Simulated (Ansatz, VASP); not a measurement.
One calculation of Zr3H, two programs

Contents of INCAR:

```
PREC     = Accurate       # precision mode
ENCUT    = 520            # plane-wave cutoff, eV
EDIFF    = 1E-6           # SCF threshold, eV
ISMEAR   = 0              # smearing method
SIGMA    = 0.1            # smearing width, eV
LREAL    = F              # projectors in reciprocal space
LASPH    = T              # aspherical terms in the spheres
NELM     = 80             # most SCF steps
ALGO     = Normal         # electronic algorithm
ISIF     = 2              # what is computed and relaxed
LWAVE    = F              # write WAVECAR
LCHARG   = F              # write CHGCAR
LDIPOL   = T            
IDIPOL   = 3            
DIPOL    = 0.5 0.5 0.349
GGA      = CA             # functional
NBANDS   = 26             # bands
```

The input KPOINTS:

```
regular mesh
0
Gamma
  9 9 1
```

File POSCAR:

```
Zr3H
1.0
    3.1232946755      0.0000000000      0.0000000000
    0.0000000000      3.1232946755      0.0000000000
    0.0000000000      0.0000000000     21.1739130820
Zr H
3 1
Direct
    0.5000000000      0.5000000000      0.1889117040
    0.0000000000      0.0000000000      0.2874811557
    0.5000000000      0.5000000000      0.3860369621
    1.0000000000      1.0000000000      0.5329158119
```

Input for Ansatz:

```yaml
crystal:
  lattice:
    - [3.1232946755, 0.0, 0.0]
    - [0.0, 3.1232946755, 0.0]
    - [0.0, 0.0, 21.173913082]
  atoms:
    - { symbol: Zr, position: [0.5, 0.5, 0.188911704] }
    - { symbol: Zr, position: [0.0, 0.0, 0.2874811557] }
    - { symbol: Zr, position: [0.5, 0.5, 0.3860369621] }
    - { symbol: H, position: [1.0, 1.0, 0.5329158119] }
basis:
  ecutwfc: 420
kpoints:
  mp_grid: { grid: [9, 9, 1] }
hamiltonian:
  xc: lda
scf:
  occupations: { method: gaussian, width: 0.1 }
output:
  forces: true
  eigenvalues: true
efield:
  axis: 3
  dipole_correction: true
  ramp_width: 0.04
```

Alike in both runs: task single point; functional LDA; k mesh 9 × 9 × 1; occupations gaussian, width 0.1 eV; no spin polarisation.

|  | VASP | Ansatz |
| --- | --- | --- |
| version | VASP 6.6.1 | Ansatz 0.2.0 |
| potentials or method | VASP PAW LDA potentials, release 64 (Zr_sv, H) | scalar-relativistic, plane waves, PAW |
| plane-wave cutoff (eV) | 520 | 420 |
| valence electrons in the cell | 37 | 37 |

|  | VASP | Ansatz | Ansatz less VASP |
| --- | --- | --- | --- |
| gap on the k mesh at the Fermi level (eV) | none | none | - |
| rms of the force components (eV/Å) | 0.465 | 0.463 | -0.0028 |
| work function, face that differs most (eV) | 3.92 | 4.06 | +0.140 |

Atom by atom the forces differ by 0.005 eV/Å (rms over components). A gap of «none» marks a metal or a gap that the smearing closes.
